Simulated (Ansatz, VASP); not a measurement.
## Cross-check of ZnO (zincite) between VASP and Ansatz

Wanted: the spread between two codes on one cell, functional and k mesh. The cell is a member of a volume series, scaled by 0.985 from a relaxed one, so a pressure remains. Other levels of theory on this material are compared in a session of their own.

Method: plane waves, with VASP 6.6.1 beside it; single point at r2SCAN, in Ansatz 0.2.0.

### 1. Starting point

Symmetry: P6_3mc, No. 186, hexagonal system. The conventional cell has a = 3.225 Å, b = 3.225 Å, c = 5.196 Å, α = 90.00°, β = 90.00°, γ = 120.00°. Nearest to Zn lie 4 O at 1.96 to 1.97 Å. Nearest to O lie 4 Zn at 1.96 to 1.97 Å. Farther neighbours and most contacts between anions are not listed.

### 2. VASP: single point, r2SCAN, volume scaled by 0.985

With cell and atoms fixed, the geometry can't cause a difference; cores, projectors, grids and the points listed under the comparison can.

Lines of VASP's logs that name or quote its potential files are left out, and so is its time.

The input asks for a relaxation, which ended at its first step since no free force or stress exceeded the threshold; so it serves as a single point.

The input, INCAR:

```
SYSTEM = ZnO
PREC = Accurate
ENCUT = 560
EDIFF = 1E-06
NELM = 100
ISMEAR = 0
SIGMA = 0.03
LREAL = .FALSE.
ALGO = Normal
METAGGA = R2SCAN
LASPH = .TRUE.
NBANDS = 24
LORBIT = 11
LWAVE = .FALSE.
LCHARG = .FALSE.
KPAR = 8
IBRION = 2
NSW = 30
ISIF = 4
EDIFFG = -0.01
```

The input, POSCAR:

```
ZnO
1.0
    3.2250782123      0.0000000000      0.0000000000
   -1.6125391062      2.7929996610      0.0000000000
    0.0000000000      0.0000000000      5.1960169590
Zn O
2 2
Direct
    0.6666666667      0.3333333333      0.9996257569
    0.3333333333      0.6666666667      0.4996257569
    0.3333333333      0.6666666667      0.8793842431
    0.6666666667      0.3333333333      0.3793842431
```

The input, KPOINTS:

```
Automatic mesh
0
Gamma
9 9 4
0 0 0
```

The projector-augmented-wave data sets are Zn and O (PBE family, release 64).

Run with:

```console
$ mpirun -np 8 vasp_std
```

Numbers of over 12 decimals in the logs are rounded to 6 here.

The log of the run:

```text
[banner, memory and clock lines left out]
running    8 mpi-ranks, on    1 nodes
 distrk:  each k-point on    1 cores,    8 groups
 distr:  one band on    1 cores,    1 groups

 POSCAR found type information on POSCAR ZnO
 POSCAR found :  2 types and       4 ions
|                                                                             |
|           W    W    AA    RRRRR   N    N  II  N    N   GGGG   !!!           |
|           W    W   A  A   R    R  NN   N  II  NN   N  G    G  !!!           |
|           W    W  A    A  R    R  N N  N  II  N N  N  G       !!!           |
|           W WW W  AAAAAA  RRRRR   N  N N  II  N  N N  G  GGG   !            |
|           WW  WW  A    A  R   R   N   NN  II  N   NN  G    G                |
|           W    W  A    A  R    R  N    N  II  N    N   GGGG   !!!           |
|                                                                             |
|     For optimal performance we recommend to set                             |
|       NCORE = 2 up to number-of-cores-per-socket                            |
|     NCORE specifies how many cores store one orbital (NPAR=cpu/NCORE).      |
|     This setting can greatly improve the performance of VASP for DFT.       |
|     The default, NCORE=1 might be grossly inefficient on modern             |
|     multi-core architectures or massively parallel machines. Do your        |
|     Unfortunately you need to use the default for GW and RPA                |
|     calculations (for HF NCORE is supported but not extensively tested      |
|     yet).                                                                   |
|                                                                             |

|                                                                             |
|               ----> ADVICE to this user running VASP <----                  |
|                                                                             |
|     You enforced a specific xc type in the INCAR file but a different       |
|     [... a line on the potential file left out ...]
|     I HOPE YOU KNOW WHAT YOU ARE DOING!                                     |
|                                                                             |

 LDA part: xc-table for (None), standard interpolation
 POSCAR, INCAR and KPOINTS ok, starting setup
 FFT: planning ... GRIDC
 FFT: planning ... GRID_SOFT
 FFT: planning ... GRID
 WAVECAR not read
 entering main loop
       N       E                     dE             d eps       ncg     rms          rms(c)
DAV:   1     0.271907339561E+03    0.27191E+03   -0.19914E+04  1736   0.237E+03
DAV:   2    -0.181473780463E+02   -0.29005E+03   -0.27473E+03  1928   0.449E+02
DAV:   3    -0.461631757384E+02   -0.28016E+02   -0.27825E+02  1952   0.146E+02
DAV:   4    -0.465750850579E+02   -0.41191E+00   -0.41172E+00  2016   0.187E+01
DAV:   5    -0.465773856079E+02   -0.23006E-02   -0.23005E-02  1968   0.131E+00    0.147E+01
DAV:   6    -0.359899108637E+02    0.10587E+02   -0.53294E+00  2416   0.703E+01    0.104E+01
DAV:   7    -0.363358139999E+02   -0.34590E+00   -0.50161E+00  1752   0.208E+01    0.529E+00
DAV:   8    -0.363490993655E+02   -0.13285E-01   -0.59745E-01  2616   0.964E+00    0.288E+00
DAV:   9    -0.363178050790E+02    0.31294E-01   -0.13082E-01  2016   0.362E+00    0.532E-01
DAV:  10    -0.363147446255E+02    0.30605E-02   -0.37320E-02  2616   0.269E+00    0.176E-01
DAV:  11    -0.363151001763E+02   -0.35555E-03   -0.79487E-03  1864   0.828E-01    0.359E-02
DAV:  12    -0.363150829800E+02    0.17196E-04   -0.18207E-04  1864   0.145E-01    0.337E-02
DAV:  13    -0.363150477988E+02    0.35181E-04   -0.72311E-05  2304   0.138E-01    0.423E-03
DAV:  14    -0.363150472397E+02    0.55908E-06   -0.19014E-05  2040   0.379E-02    0.136E-02
DAV:  15    -0.363150496503E+02   -0.24106E-05   -0.63260E-06  1800   0.243E-02    0.432E-03
DAV:  16    -0.363150487084E+02    0.94183E-06   -0.66766E-07  1208   0.144E-02
   1 F= -.36315049E+02 E0= -.36315049E+02  d E =-.363150E+02
 curvature:   0.00 expect dE= 0.000E+00 dE for cont linesearch  0.000E+00
 trial: gam= 0.00000 g(F)=  0.241E-05 g(S)=  0.192E-05 ort = 0.000E+00 (trialstep = 0.100E+01)
 search vector abs. value=  0.434E-05
 reached required accuracy - stopping structural energy minimisation
```

OUTCAR, selected parts (step 2):

```text
ion  position               nearest neighbor table
   1  0.667  0.333  1.000-   3 1.96   3 1.96   3 1.96   4 1.97
   2  0.333  0.667  0.500-   4 1.96   4 1.96   4 1.96   3 1.97
   3  0.333  0.667  0.879-   1 1.96   1 1.96   1 1.96   2 1.97
   4  0.667  0.333  0.379-   2 1.96   2 1.96   2 1.96   1 1.97

  LATTYP: Found a hexagonal cell.
 ALAT       =     3.2250782123
 C/A-ratio  =     1.6111289764

 Subroutine GETGRP returns: Found 12 space group operations
 (whereof  6 operations were pure point group operations)

The static configuration has the point symmetry C_3v.
 The point group associated with its full space group is C_6v.

 Found     36 irreducible k-points:

   k-points           NKPTS =     36   k-points in BZ     NKDIM =     36   number of bands    NBANDS=     24

   dimension x,y,z NGX =    28 NGY =   28 NGZ =   40
   dimension x,y,z NGXF=    56 NGYF=   56 NGZF=   80

   ENCUT  =  560.0 eV  41.16 Ry    6.42 a.u.   6.22  6.22 10.03*2*pi/ulx,y,z

   NELECT =      36.0000    total number of electrons

 k-points in reciprocal lattice and weights: Automatic mesh
   0.00000000  0.00000000  0.00000000       0.003
   0.11111111  0.00000000  0.00000000       0.019
   0.22222222  0.00000000  0.00000000       0.019
   0.33333333  0.00000000  0.00000000       0.019
   0.44444444  0.00000000  0.00000000       0.019
   0.11111111  0.11111111  0.00000000       0.019
   0.22222222  0.11111111  0.00000000       0.037
   0.33333333  0.11111111  0.00000000       0.037
   0.44444444  0.11111111  0.00000000       0.019
[...]
0.33333333  0.22222222  0.50000000       0.037
   0.33333333  0.33333333  0.50000000       0.006

 average (electrostatic) potential at core
       1 -41.1971       2 -41.1971       3 -76.7866       4 -76.7866

 E-fermi :   1.1481

 k-point     1 :       0.0000    0.0000    0.0000
  band No.  band energies     occupation
    ...
     14       0.1788      2.00000
     15       0.1788      2.00000
     16       0.9053      2.00000
     17       1.0051      2.00000
     18       1.0052      2.00000
     19       2.2536      0.00000
     20       6.9148      0.00000
     21       9.8672      0.00000
     22      14.7848      0.00000
     23      14.7849      0.00000
    ...

 k-point     2 :       0.1111    0.0000    0.0000
  band No.  band energies     occupation
    ...
     14      -0.2635      2.00000
     15       0.0081      2.00000
     16       0.3650      2.00000
     17       0.8203      2.00000
     18       0.9126      2.00000
     19       3.0629      0.00000
     20       7.4345      0.00000
     21       9.8464      0.00000
     22      13.5060      0.00000
     23      14.9262      0.00000
    ...

 k-point     3 :       0.2222    0.0000    0.0000
  band No.  band energies     occupation
    ...
     14      -1.2686      2.00000
     15      -0.4923      2.00000
     16      -0.4240      2.00000
     17       0.5610      2.00000
     18       0.6656      2.00000
     19       4.3960      0.00000
     20       8.5403      0.00000
     21       9.7699      0.00000
     22      11.7348      0.00000
     23      13.8052      0.00000
    ...

  Total        0.6729801      0.6729801      0.6884358     -0.0000000      0.0000000      0.0000000
  in kB       23.0372754     23.0372754     23.5663498     -0.0000000      0.0000000      0.0000000
  external PRESSURE =      23.2136335 kB  Pullay stress =       0.0000000 kB

  energy-cutoff  :      560.00
  volume of cell :       46.80
      direct lattice vectors                 reciprocal lattice vectors
     3.225078212  0.000000000  0.000000000     0.310070000  0.179018998  0.000000000
    -1.612539106  2.792999661  0.000000000     0.000000000  0.358037995  0.000000000
     0.000000000  0.000000000  5.196016959     0.000000000  0.000000000  0.192455107

 POSITION                                       TOTAL-FORCE (eV/Angst)
 -----------------------------------------------------------------------------------
      1.61254      0.93100      5.19407        -0.000000      0.000000      0.003537
     -0.00000      1.86200      2.59606         0.000000     -0.000000      0.003537
     -0.00000      1.86200      4.56930        -0.000000      0.000000     -0.003537
      1.61254      0.93100      1.97129        -0.000000      0.000000     -0.003537
 -----------------------------------------------------------------------------------
    total drift:                               -0.000000     -0.000000     -0.047612

  FREE ENERGIE OF THE ION-ELECTRON SYSTEM (eV)
  ---------------------------------------------------
  free  energy   TOTEN  =       -36.3150487084 eV

  energy  without entropy=      -36.3150487084  energy(sigma->0) =      -36.31504871

 reached required accuracy - stopping structural energy minimisation

 total charge
# of ion       s       p       d       tot
------------------------------------------
    1        0.441   0.495   9.927  10.864
    2        0.441   0.495   9.927  10.864
    3        1.550   3.496   0.000   5.046
    4        1.550   3.496   0.000   5.046
--------------------------------------------------
tot          3.983   7.983  19.855  31.820

[... 3 further parts left out ...]
```

CONTCAR:

```
ZnO
   1.00000000000000
     3.2250782123000001    0.0000000000000000    0.0000000000000000
    -1.6125391062000001    2.7929996610000001    0.0000000000000000
     0.0000000000000000    0.0000000000000000    5.1960169589999996
  Zn              O
     2     2
Direct
     0.6666666667000030    0.3333333332999970    0.9996257569000022
     0.3333333332999970    0.6666666667000030    0.4996257569000022
     0.3333333332999970    0.6666666667000030    0.8793842430999987
     0.6666666667000030    0.3333333332999970    0.3793842430999987
```

### 3. Ansatz: single point, r2SCAN, volume scaled by 0.985

Ansatz runs on its default PAW (the set named soft_2) files.

The same cell, functional, mesh and smearing now go to Ansatz, which takes its cutoff from its data sets.

The input, input.yaml:

```yaml
crystal:
  lattice:
    - [3.22507821, 0.0, 0.0]
    - [-1.61253911, 2.79299966, 0.0]
    - [0.0, 0.0, 5.19601696]
  atoms:
    - { symbol: Zn, position: [0.66666667, 0.33333333, 0.99962576] }
    - { symbol: Zn, position: [0.33333333, 0.66666667, 0.49962576] }
    - { symbol: O, position: [0.33333333, 0.66666667, 0.87938424] }
    - { symbol: O, position: [0.66666667, 0.33333333, 0.37938424] }
hamiltonian:
  xc: r2scan
  pseudopotentials: { kind: paw }
kpoints:
  mp_grid: { grid: [9, 9, 4] }
scf:
  occupations: { method: gaussian, width: 0.03 }
  n_extra_bands: 5
output:
  forces: true
  stress: true
  eigenvalues: true
```

Run with:

```console
$ ansatz run input.yaml --threads 2 --pin off --max-ram 4608MiB --backend cpu --events-out ev --progress --plain --runs-dir out
```

The log of the run:

```text
scf.n_extra_bands = 5 over 18 filled bands (N_el = 36.0): the run solves 23 bands
Engine: ansatz 0.2.0, aarch64-unknown-linux-gnu
Pseudopotentials: kind: paw
Pseudopotential: Zn, paw, valence charge 12, recommended cutoff 500 eV (meta_gga), Zn.paw.azcp
Pseudopotential: O, paw, valence charge 6, recommended cutoff 500 eV (meta_gga), O.paw.azcp
Functional definition: r2SCAN
  parameter k0 = 0.174
  parameter k1 = 0.065
  parameter a1 = 4.9479
  exchange = r2scan_x(k0 = k0, k1 = k1, a1 = a1)
  correlation = r2scan_c
Crystal: 4 atoms, lattice volume = 46.804 Å³
Basis set: ecut = 500 eV, 1165 PW (Γ), exchange–correlation on 96×96×160 points (64 copies of the dense FFT grid, shifted against one another)
Bands: 23, of which v1, the nominal top of the filled ones, is band 18 counted from 1 (17 counted from 0)
Symmetry: 12 space group operations
Space group: P63mc (ITA 186), of the structure as read, at distance tolerance 3.6e-5 Å
k-points: 36 of 324 (time reversal used)
Non-local potential: Zn, projectors of the file, l = 0: 2, l = 1: 2, l = 2: 3, l = 3: 1
Non-local potential: O, projectors of the file, l = 0: 2, l = 1: 2, l = 2: 1
PAW form: soft (Blöchl's): semilocal exchange-correlation on the pseudo side does not see the compensation charge
PAW frozen core: Zn, regenerated for the run's functional (the file was generated under x = pbe(κ = 0.804, μ = 0.219515), c = pbe(β = 0.066725))
PAW frozen core: O, regenerated for the run's functional (the file was generated under x = pbe(κ = 0.804, μ = 0.219515), c = pbe(β = 0.066725))
PAW one-centre angular grid: Zn, 590 points (default); XC on 261 of its mesh's 2673 points in the sphere
PAW one-centre angular grid: O, 302 points (default); XC on 160 Gauss nodes
Initial density: superposition of atomic densities (neutral atoms: chi_scale 0, normalization atom), corrected by the library's trained network
Initial wavefunctions: pseudopotential atomic-orbital guess
Functional: x = r2scan, c = r2scan; τ floored in thin density (d = 2e-4 eV/Å³)
SCF iter   1: F=—  HF=-7789.828866 eV  |F-HF|=—  |Δ(HF+E_count)|=         —  Δρ=2.04e-2  dr2=9.49e-2  dr2_τ=1.03e-1  ethr=1.77e-3  ⟨swp⟩=5.9  Hψ=3755  notcnv=0
preconditioner: auto → Resta (q_TF=auto, 2.612 Å⁻¹)  ε∞=6.0  [insulator: Δε(μ)=1.395 eV  Ē_g=14.566 eV  σ=0.030 eV  W_gap=1.00  n_scr=22 (ndim 8)  ℏωp=32.6 eV  f_vac=0.033  D(μ)=0.00/eV (n_scr^D=0)  ε∞_Penn≈6.0]
SCF iter   2: F=—  HF=-7789.854462 eV  |F-HF|=—  |Δ(HF+E_count)|=   2.56e-2  Δρ=4.94e-3  dr2=9.30e-3  dr2_τ=6.76e-4  ethr=2.64e-4  ⟨swp⟩=2.2  Hψ=1846  notcnv=0  defer=36
SCF iter   3: F=—  HF=-7789.851859 eV  |F-HF|=—  |Δ(HF+E_count)|=   2.60e-3  Δρ=4.78e-3  dr2=5.33e-3  dr2_τ=2.14e-4  ethr=2.58e-5  ⟨swp⟩=2.0  Hψ=1511  notcnv=0  defer=36
SCF iter   4: F=—  HF=-7789.850696 eV  |F-HF|=—  |Δ(HF+E_count)|=   1.16e-3  Δρ=5.50e-4  dr2=1.10e-4  dr2_τ=2.67e-5  ethr=1.48e-5  ⟨swp⟩=2.9  Hψ=1436  notcnv=0  defer=36
SCF iter   5: F=—  HF=-7789.850768 eV  |F-HF|=—  |Δ(HF+E_count)|=   7.17e-5  Δρ=2.87e-4  dr2=2.21e-5  dr2_τ=1.91e-6  ethr=3.06e-7  ⟨swp⟩=2.4  Hψ=1360  notcnv=0  defer=36
SCF iter   6: F=—  HF=-7789.850791 eV  |F-HF|=—  |Δ(HF+E_count)|=   2.36e-5  Δρ=4.28e-5  dr2=9.77e-7  dr2_τ=1.55e-8  ethr=6.15e-8  ⟨swp⟩=2.0  Hψ=1272  notcnv=0  defer=36
SCF iter   7: F=-7789.850792 eV  HF=-7789.850792 eV  |F-HF|=1.58e-8  |Δ(HF+E_count)|=   5.17e-7  Δρ=1.50e-5  dr2=8.83e-8  dr2_τ=6.04e-9  ethr=2.78e-10  ⟨swp⟩=9.2  Hψ=4325  notcnv=0
SCF 1 converged in 7 iterations: F = -7789.850792 eV  dr2 = 8.83e-8
  greatest PAW one-centre occupation: 0.987 electrons in one spin orbital (limit 2), on the Zn atom at site 1 (counted from 0), in its partial waves of l = 2
SCF converged after 7 iterations
Free energy (F): -7789.850792 eV
Harris-Foulkes:  -7789.850792 eV  (|F-HF|=1.58e-8)
Internal energy: -7789.850792 eV  (E = F + TS)
E sigma→0 (E₀):  -7789.850792 eV
Fermi energy:    7.736881 eV
--- Per-component energies (eV) ---
  E_band       = 53.593970
  E_kinetic    = 613.348530
  E_local      = -3991.948388  (includes V_loc(G=0)·N_el)
  E_nonlocal   = 1342.657383
  E_hartree    = 1647.943807
  E_xc         = -392.981003
  E_vxc        = -316.054904  (∫ρ·V_xc dr)
  E_paw        = -4029.027153  (= ΣΔE_a)
  E_vpaw       = -909.445790  (= ΣTr[D̂ρ^β])
  E_aug_tail   = 0.001808  (compensation charges beyond the density's cutoff)
  E_vtau       = 19.149297  (kinetic-family band-sum trace: ∫τ·v_τ [+ j·A + Jᵃ·Aᵃ] dr)
  E_ewald      = -2979.416657
  E_core_change = -0.429119  (= ΣΔE_core)
  E_smearing   = -0.000000  (= −TS)
  E_closure    = -0.000000  (closes the sum)
  Σ components = -7789.850792   (vs F -7789.850792, Δ=0.00e0)
--- Forces (eV/Å), atoms counted from 1 ---
  atom   1  Zn     0.00000000     0.00000000     0.00642381
  atom   2  Zn    -0.00000000    -0.00000000     0.00642381
  atom   3  O      0.00000000     0.00000000    -0.00630531
  atom   4  O     -0.00000000    -0.00000000    -0.00630531
  max |Σ_I F_I| component: 2.37e-4 eV/Å
--- Stress (GPa, compression-positive) ---
        1.453762       0.000000       0.000000
       -0.000000       1.453762       0.000000
        0.000000      -0.000000       1.328757
  P = ⅓ Tr σ = 1.4121 GPa (14.121 kbar)
--- Band table (eV; the first three rows and the last of 36) ---
  k-point 0: bands = [... 14 lower, 6.2866, 7.0104, 7.1113, 7.1113, 8.3620, 13.0343, 15.9733, 20.9295, ... 1 higher]
  k-point 1: bands = [... 14 lower, 6.4098, 6.4098, 6.9933, 6.9933, 9.4540, 12.4451, 16.5084, 20.2954, ... 1 higher]
  k-point 2: bands = [... 14 lower, 6.7042, 6.7042, 6.7042, 6.7042, 11.0723, 11.0723, 17.9910, 17.9910, ... 1 higher]
  k-point 35: bands = [... 14 lower, 4.3394, 4.3394, 5.8019, 5.8019, 15.6558, 15.6558, 15.8853, 15.8853, ... 1 higher]
```

The job ended after 5.1 s (2 threads of Arm Neoverse V1, shared host; peak memory 0.44 GiB; 9.9 s of CPU time).

The column dr2 measures how far the density is from self-consistency, as an energy; F and HF (Harris–Foulkes) agree once it is small.

The run ends at a pressure of 1.41 GPa, with forces up to 0.0064 eV/Å.

### 4. Differences

Known differences besides the potentials themselves: VASP keeps PBE cores, Ansatz makes them for the functional; the cutoff is 500 eV in Ansatz and 560 eV in VASP. Total energies have different zeros and are not compared.

The two programs side by side:

```
                                        quantity  Ansatz   VASP  difference
                                  pressure (GPa)    1.41   2.32       -0.91
pressure without Ansatz's Pulay correction (GPa)    1.31   2.32       -1.01
                          gap on the k mesh (eV)   1.251  1.248      +0.002
```

At this near-relaxed geometry the largest component of a force difference is 3 meV/Å. A gap on the mesh is an upper bound, since the band edges may lie between its points. Ansatz's pressure holds a Pulay correction of 0.10 GPa; VASP's holds none.

### 5. What came out

* difference in gap on the k mesh (single point, r2SCAN, volume scaled by 0.985): 0.0023 eV
* difference in pressure (single point, r2SCAN, volume scaled by 0.985): -0.91 GPa

What this shows: The difference in pressure is -0.91 GPa (single point, r2SCAN, volume scaled by 0.985), within the 1 GPa picked in this series as the mark of a large difference. 13 further runs of this series are not shown here. How closely two codes agree says nothing of how well the functional describes the real material.

[Lines on the potential files, build, host, timing and source positions are cut from VASP's logs without a mark.]

[Logs are printed without paths, hosts, clocks, repeated set-up lines and the standing remarks that a program may print on its own settings, such as how far it seeks lower states.]

[Hosts, paths, dates, database ids (printed as entryN), source tags and the programs' standing remarks are cut or masked in the printed files.]
